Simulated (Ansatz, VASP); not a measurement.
**Ni in VASP and in Ansatz**

File INCAR:

```
PREC = Accurate ; ENCUT = 520
EDIFF = 1E-8 ; ISMEAR = -1
SIGMA = 0.05 ; LREAL = False
LASPH = True ; NELM = 150
ALGO = Normal ; ISIF = 2
LWAVE = False ; LCHARG = False
ISPIN = 2 ; MAGMOM = 1.5
LORBIT = 11 ; LMAXMIX = 4
GGA = PE ; LEFG = True
NBANDS = 15
```

KPOINTS

```
Automatic mesh
0
Gamma
  20 20 20
```

POSCAR

```
Ni
1.0
    0.0000000000      1.7379789558      1.7379789558
    1.7379789558      0.0000000000      1.7379789558
    1.7379789558      1.7379789558      0.0000000000
Ni
1
Direct
    0.0000000000      0.0000000000      0.0000000000
```

Input for Ansatz:

```yaml
crystal:
  lattice:
    - [0.0, 1.7379789558, 1.7379789558]
    - [1.7379789558, 0.0, 1.7379789558]
    - [1.7379789558, 1.7379789558, 0.0]
  atoms:
    - { symbol: Ni, position: [0.0, 0.0, 0.0], spin: 1.5 }
magnetization:
  spin_polarized: true
kpoints:
  mp_grid: { grid: [20, 20, 20] }
scf:
  occupations: { method: fermi_dirac, width: 0.05 }
hamiltonian:
  xc: pbe
  pseudopotentials: { kind: paw }
output:
  forces: true
  stress: true
  eigenvalues: true
  efg: { contact_densities: true }
```

Change from the starting cell: volume scaled by 0.95, PAW files.

Alike in both runs: task electric field gradients; functional PBE; k mesh 20 × 20 × 20; occupations fermi-dirac, width 0.05 eV; collinear spin.

|  | VASP | Ansatz |
| --- | --- | --- |
| version | VASP 6.6.1 | Ansatz 0.2.0 |
| potentials or method | VASP PAW PBE potentials, release 64 (Ni) | PAW with Ansatz's default frozen-core files, scalar-relativistic |
| plane-wave cutoff (eV) | 520 | 420 |
| valence electrons in the cell | 10 | 18 |

```csv
,VASP,Ansatz,Ansatz less VASP
pressure (GPa),7.8,8.0,+0.18
net moment per atom (μB),0.62,0.63,+0.010
size of the moment on the site where the two differ most (μB),0.63,0.67,+0.039
Vzz of the field gradient on the site that differs most (V/Å²),0.0,0.0,0.00
```

Site moments also hang on the region over which each program counts them. The two sets of potentials don't hold the same shells in valence.
